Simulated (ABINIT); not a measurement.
Set up this calculation in ABINIT 10.8.3 (patched build), as the native input.

- Task: single point
- Functional: PBE
- Potentials or basis: JTH PAW PBE v2.0
- Cutoff: 626 eV
- k mesh: 7 × 7 × 7
- Occupations: fermi-dirac, width 0.05 eV
- Spin: no spin polarisation
- Fine-grid cutoff: 1224.51 eV

The system is BaTiO3 (Barioperovskite).

```
Ba Ti O
1.0
     3.98550    0.00000    0.00000
     0.00000    2.83690    2.84515
     0.00000   -2.83690    2.84515
Ba Ti O
1 1 3
Direct
  0.00052 0.99985 0.00607
  0.50393 0.51327 0.51997
  0.50040 0.97716 0.50313
  0.51683 0.50211 0.00965
  0.00525 0.48972 0.50255
```

The cell isn't the ideal one: atoms moved at random, drawn with an rms of 0.05 Å.

The input as run:

run.abi

```
# Pseudopotentials
pp_dirpath "./"
pseudos "Ba.GGA_PBE-JTH.xml, Ti.GGA_PBE-JTH.xml, O.GGA_PBE-JTH.xml"

# Structure
acell 3*1.0
rprim
     7.5315034697     0.0000000000     0.0000000000
     0.0000000000     5.3609640430     5.3765542835
     0.0000000000    -5.3609640430     5.3765542835
ntypat 3
znucl 56 22 8
natom 5
typat 1 2 3 3 3
xred
     0.0005220000    -0.0001460000     0.0060690000
     0.5039280000     0.5132700000     0.5199710000
     0.5003990000     0.9771650000     0.5031310000
     0.5168270000     0.5021070000     1.0096530000
     0.0052460000     0.4897220000     0.5025510000
chkprim 0
chksymtnons 0
tolsym 1.0e-6

# Plane-wave basis
ecut 23.0
pawecutdg 45.0
pawxcdev 0
pawovlp 30

# k points
kptopt 1
ngkpt 7 7 7
nshiftk 1
shiftk 0.0 0.0 0.0

# Exchange and correlation
ixc 11

# Bands and occupations
nband 24
occopt 3
tsmear 0.05 eV

# SCF cycle
nstep 100
tolvrs 1.0e-9

# Output
iomode 3
prtwf 0
prteig 0
prtebands 0
prtden 1
prtvha 1
prtvclmb 1
prtpot 1
```

Potentials or basis: JTH PAW PBE v2.0.

Launch:

```sh
$ abinit run.abi > log 2>&1
```

Results of the run:

The pressure is 4.1 GPa. The largest force is 0.643 eV/Å and the band gap on the k mesh is 1.96 eV, indirect (least direct gap 2.14 eV).

Caveat: this set's barium file shifts pressures by 1.5 GPa and gaps by 0.1 eV against other sets; spin-orbit coupling is left out, which moves the levels of the heavy elements; an odd mesh through Γ misses points on the zone boundary, where band edges often lie; the atomic spheres overlap.

It took 6.6 min on 1 thread of Arm Neoverse V2, on a shared host, peak memory 0.38 GiB.
